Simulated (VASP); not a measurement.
## PbSe (strained zincblende), r²SCAN single-point calculation: Ansatz's output and VASP's

```yaml
crystal:
  lattice:
    - [0.03286, 3.42320, 3.42320]
    - [3.42320, 0.03286, 3.42320]
    - [3.45607, 3.45607, 0.00000]
  atoms:
    - { symbol: Pb, position: [0.00188, 0.00188, 0.99812] }
    - { symbol: Se, position: [0.24812, 0.24812, 0.25188] }
```

Ansatz printed

```
SCF 1 converged in 6 iterations: F = -17399.842098 eV  dr2 = 6.94e-8
  greatest PAW one-centre occupation: 1.000 electrons in one spin orbital (limit 2), on the Se atom at site 1 (counted from 0), in its partial waves of l = 2
NSCF: frozen V_eff on 8 k-points
SCF converged after 6 iterations
Free energy (F): -17399.842098 eV
Harris-Foulkes:  -17399.842098 eV  (|F-HF|=6.51e-8)
Internal energy: -17399.842098 eV  (E = F + TS)
E sigma→0 (E₀):  -17399.842098 eV
Fermi energy:    4.853558 eV
--- Per-component energies (eV) ---
  E_band       = -556.224234
  E_kinetic    = 404.661415
  E_local      = -4328.597968  (includes V_loc(G=0)·N_el)
  E_nonlocal   = -245.027779
  E_hartree    = 1989.668509
  E_xc         = -306.524392
  E_vxc        = -250.944265  (∫ρ·V_xc dr)
  E_paw        = -12355.886819  (= ΣΔE_a)
  E_vpaw       = -131.749389  (= ΣTr[D̂ρ^β])
  E_aug_tail   = -0.000192  (compensation charges beyond the density's cutoff)
  E_vtau       = 16.098004  (kinetic-family band-sum trace: ∫τ·v_τ [+ j·A + Jᵃ·Aᵃ] dr)
  E_ewald      = -2557.335605
  E_core_change = -0.799268  (= ΣΔE_core)
  E_smearing   = -0.000000  (= −TS)
  E_closure    = 0.000000  (closes the sum)
  Σ components = -17399.842098   (vs F -17399.842098, Δ=0.00e0)
--- Forces (eV/Å), atoms counted from 1 ---
  atom   1  Pb     0.00000000    -0.00000000    -0.00331167
  atom   2  Se     0.00000000     0.00000000     0.00327072
  max |Σ_I F_I| component: 4.10e-5 eV/Å
--- Stress (GPa, compression-positive) ---
       -0.013089       0.146537      -0.000000
        0.146537      -0.013089      -0.000000
       -0.000000      -0.000000      -0.023598
  P = ⅓ Tr σ = -0.0166 GPa (-0.166 kbar)
--- Band table (eV; the first three rows and the last of 46) ---
  k-point 0: bands = ["-42.7599", "-42.7596", "-42.7595", "-42.7577", "-42.7575", "-12.4668", "-12.4666", "-12.4658", "-12.4337", "-12.4335", "-8.3274", "-1.4626", "3.2095", "3.2409", "3.2754", "7.2976", "7.3375", "7.3749", "9.8445"]
  k-point 1: bands = ["-42.7599", "-42.7596", "-42.7595", "-42.7577", "-42.7575", "-12.4730", "-12.4644", "-12.4640", "-12.4335", "-12.4334", "-8.1947", "-1.8986", "3.0787", "3.1222", "3.2662", "7.2429", "7.5944", "7.6264", "10.9409"]
  k-point 2: bands = ["-42.7599", "-42.7596", "-42.7595", "-42.7577", "-42.7575", "-12.4865", "-12.4604", "-12.4601", "-12.4322", "-12.4321", "-7.8913", "-2.7099", "2.8206", "2.8601", "3.1238", "7.9761", "8.0025", "8.0732", "11.6760"]
  k-point 45: bands = ["-42.7599", "-42.7596", "-42.7595", "-42.7577", "-42.7574", "-12.5147", "-12.4469", "-12.4449", "-12.4400", "-12.4274", "-7.4587", "-3.4773", "1.9456", "2.0527", "4.4334", "5.7942", "10.1573", "10.2246", "11.2043"]
```

Datasets and cutoffs are each program's own. VASP's cell holds 20 valence electrons and Ansatz's 30. Ansatz's stress includes a Pulay correction; VASP's doesn't.

What does VASP give for the same cell and level of theory?

gap between bands v and c 0.79 eV; least direct gap 1.34 eV; pressure 0.0 GPa.

From OUTCAR

```
k-points           NKPTS =     46   k-points in BZ     NKDIM =     46   number of bands    NBANDS=     17

   NELECT =      20.0000    total number of electrons

   dimension x,y,z NGX =    36 NGY =   36 NGZ =   36
   dimension x,y,z NGXF=    72 NGYF=   72 NGZF=   72

  energy-cutoff  :      520.00
  volume of cell :       80.22
      direct lattice vectors                 reciprocal lattice vectors
     0.032862760  3.423204138  3.423204138    -0.147477774  0.147477774  0.146061988
     3.423204138  0.032862760  3.423204138     0.147477774 -0.147477774  0.146061988
     3.456066897  3.456066897  0.000000000     0.144673126  0.144673126 -0.146061988

 k-points in reciprocal lattice and weights: KPOINTS created by Atomic Simulation Env
   0.00000000  0.00000000  0.00000000       0.005
   0.16666667  0.00000000  0.00000000       0.019
   0.33333333 -0.00000000  0.00000000       0.019
   0.50000000 -0.00000000  0.00000000       0.009
   0.16666667  0.16666667  0.00000000       0.009
   0.33333333  0.16666667  0.00000000       0.019
   0.50000000  0.16666667  0.00000000       0.019
  -0.33333333  0.16666667  0.00000000       0.019
   ...

 E-fermi :   2.1008

 k-point     1 :       0.0000    0.0000    0.0000
  band No.  band energies     occupation
      1     -15.2537      2.00000
      2     -15.2535      2.00000
      3     -15.2526      2.00000
      4     -15.2174      2.00000
      5     -15.2173      2.00000
      6     -11.1638      2.00000
      7      -4.3132      2.00000
      8       0.3815      2.00000
      9       0.4127      2.00000
     10       0.4471      2.00000
     11       4.4642      0.00000
     12       4.5041      0.00000
     13       4.5416      0.00000
     14       7.0068      0.00000
     15      10.8685      0.00000
     16      10.8734      0.00000
     17      11.5691      0.00000

 k-point     2 :       0.1667    0.0000    0.0000
  band No.  band energies     occupation
      1     -15.2614      2.00000
      2     -15.2509      2.00000
      3     -15.2500      2.00000
      4     -15.2173      2.00000
      5     -15.2170      2.00000
      6     -11.0265      2.00000
      7      -4.7365      2.00000
      8       0.2242      2.00000
      9       0.2639      2.00000
     10       0.4376      2.00000
     11       4.4272      0.00000
     12       4.7366      0.00000
     13       4.7740      0.00000
     14       8.1542      0.00000
     15      10.0194      0.00000
     16      10.0910      0.00000
     17      10.8414      0.00000

 k-point     3 :       0.3333   -0.0000    0.0000
  band No.  band energies     occupation
      1     -15.2766      2.00000
      2     -15.2464      2.00000
      3     -15.2457      2.00000
      4     -15.2163      2.00000
      5     -15.2157      2.00000
      6     -10.7118      2.00000
      7      -5.5363      2.00000
      8      -0.0429      2.00000
      9      -0.0076      2.00000
     10       0.2164      2.00000
     11       5.1216      0.00000
     12       5.1442      0.00000
     13       5.2665      0.00000
     14       8.8079      0.00000
     15      10.0813      0.00000
     16      10.2391      0.00000
     17      11.2816      0.00000

 k-point     4 :       0.5000   -0.0000    0.0000
  band No.  band energies     occupation
      1     -15.2841      2.00000
      2     -15.2446      2.00000
      3     -15.2440      2.00000
      4     -15.2152      2.00000
      5     -15.2145      2.00000
      6     -10.5264      2.00000
      7      -5.9348      2.00000
      8      -0.1593      2.00000
      9      -0.1260      2.00000
     10       0.0656      2.00000
     11       5.2440      0.00000
     12       5.2709      0.00000
     13       6.0758      0.00000
     14       8.8524      0.00000
     15      10.3767      0.00000
     16      10.8737      0.00000
     17      11.1202      0.00000

 k-point     5 :       0.1667    0.1667    0.0000
  band No.  band energies     occupation
      1     -15.2663      2.00000
      2     -15.2488      2.00000
      3     -15.2474      2.00000
      4     -15.2187      2.00000
      5     -15.2159      2.00000
      6     -10.9827      2.00000
      7      -4.8637      2.00000
      8      -0.0240      2.00000
      9       0.0589      2.00000
     10       0.9104      2.00000
     11       3.7571      0.00000
     12       5.1573      0.00000
     13       5.1973      0.00000
     14       8.4813      0.00000
     15       8.8856      0.00000
     16      11.1297      0.00000
     17      12.2104      0.00000

 ...

  Total       -0.0040796     -0.0040796     -0.0092178      0.0719574      0.0000000      0.0000000
  in kB       -0.0814779     -0.0814779     -0.1840976      1.4371346      0.0000000      0.0000000
  external PRESSURE =      -0.1156845 kB  Pullay stress =       0.0000000 kB

 POSITION                                       TOTAL-FORCE (eV/Angst)
 -----------------------------------------------------------------------------------
      3.45607      3.45607      0.01290         0.000000      0.000000     -0.002930
      1.72803      1.72803      1.69870        -0.000000     -0.000000      0.002930
 -----------------------------------------------------------------------------------
    total drift:                               -0.000000     -0.000000     -0.000126

  FREE ENERGIE OF THE ION-ELECTRON SYSTEM (eV)
  ---------------------------------------------------
  free  energy   TOTEN  =       -71.4490466912 eV

  energy  without entropy=      -71.4490466912  energy(sigma->0) =      -71.44904669
```
